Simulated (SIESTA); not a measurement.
# Ni in SIESTA: convergence with ElectronicTemperature

Ni:

```xyz
1
Lattice="0.0165 1.7573 1.7682 1.7191 0.0163 1.7685 1.7145 1.7528 0.0210" Properties=species:S:1:pos:R:3 pbc="T T T"
Ni   -0.0366   -0.0460    0.0311
```

The cell isn't the ideal one: cell strained at random at fixed volume.

| Item | Value |
| --- | --- |
| Program | SIESTA 5.4.2 |
| Task | single point |
| Functional | PBEsol |
| Potentials or basis | PseudoDojo 0.4 standard (PBEsol files) |
| Basis | DZP (energy shift 0.003 Ry; two zetas on semicore shells) |
| Grid cutoff | 800 Ry |
| Energy shift | 0.003 Ry |
| k mesh | 7 × 7 × 7 |
| Occupations | fermi-dirac, width 0.5 eV |
| Spin | collinear spin, ferromagnetic start |
| Starting moments | [1.0] μB |

These are the settings of the first run; the series varies ElectronicTemperature, with any setting tied to it.

Hardware: 1 thread of Intel(R) Xeon(R) Platinum 8259CL CPU @ 2.50GHz (Skylake/Cascade Lake), on a shared host.

```tsv
ElectronicTemperature	energy less the tightest run, at zero smearing (meV/atom)	pressure (GPa)	largest site moment (μB)	SCF cycles	CPU time (s)	peak memory (GiB)
0.5	-84.70	4.09	0.00	17	51	0.21
0.3	-15.72	-0.54	0.00	21	59	0.21
0.2	-5.79	-1.92	0.40	20	56	0.22
0.1	-4.29	-2.75	0.53	17	47	0.22
0.05	-0.39	-3.34	0.48	40	100	0.22
0.025	0.00	-3.68	0.44	154	360	0.21
```

Against the tightest run, the energy stays within 1 meV/atom from 0.05 on. Not settled before the last step: the pressure (to 0.1 GPa), the largest site moment (to 0.02 μB). The tightest run that finished is the yardstick and may itself not be fully converged.

Caveat, for the tightest run too: the k mesh is coarse (spacing up to 0.45 Å⁻¹), so the values aren't converged; short orbitals over semicore shells can move pressures by several GPa; the basis of atomic orbitals isn't converged, which shifts pressures, moduli and gaps.
